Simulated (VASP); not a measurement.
Set up this calculation in VASP 6.6.1, as the native input.

* Task: work function
* Functional: LDA
* Potentials or basis: VASP PAW LDA potentials, release 64 (Si)
* Cutoff: 520 eV
* k mesh: 6 × 6 × 1
* Occupations: fermi-dirac, width 0.05 eV
* Spin: no spin polarisation
* Dipole correction: yes
* Further INCAR settings: ALGO = Fast; EDIFF = 1e-06

The structure of Si lies in POSCAR:

```
Si
1.0
    3.8402545022      0.0000000000      0.0000000000
   -1.9201272511      3.3257579559      0.0000000000
    0.0000000000      0.0000000000     25.1905526806
Si
8
Direct
    0.3333333333      0.6666666667      0.2977306649
    0.0000000000      0.0000000000      0.3288490242
    0.0000000000      0.0000000000      0.4222041019
    0.6666666667      0.3333333333      0.4533224611
    0.6666666667      0.3333333333      0.5466775389
    0.3333333333      0.6666666667      0.5777958981
    0.3333333333      0.6666666667      0.6711509758
    0.0000000000      0.0000000000      0.7022693351
```

The slab is cut from a database's or a generator's crystal, which needn't be the stable form of the element.

The input as run:

INCAR

```
PREC = Accurate
ENCUT = 520
EDIFF = 1E-6
ISMEAR = -1
SIGMA = 0.05
LREAL = F
LASPH = T
NELM = 60
ALGO = Fast
ISIF = 2
LWAVE = F
LCHARG = T
LDIPOL = T
IDIPOL = 3
DIPOL = 0.5 0.5 0.500
LELF = T
LVHAR = T
LVACPOTAV = T
```

KPOINTS

```
regular mesh
0
Gamma
  6 6 1
```

Potentials or basis: VASP PAW LDA potentials, release 64 (Si).

The run is started by

```sh
$ cat potpaw_LDA.64/Si/POTCAR > POTCAR
$ mpirun -np 1 vasp_std > vasp.out
```

Results of the run:

```
Largest force                   : 0.720 eV/Å
Band gap on the k mesh          : none (metal or under the smearing width)
Work function of the upper face : 5.01 eV
Work function of the lower face : 5.01 eV
```

It took 52 s on 1 thread of Intel(R) Xeon(R) 6975P-C (Granite Rapids), on a shared host, peak memory 0.3 GiB.
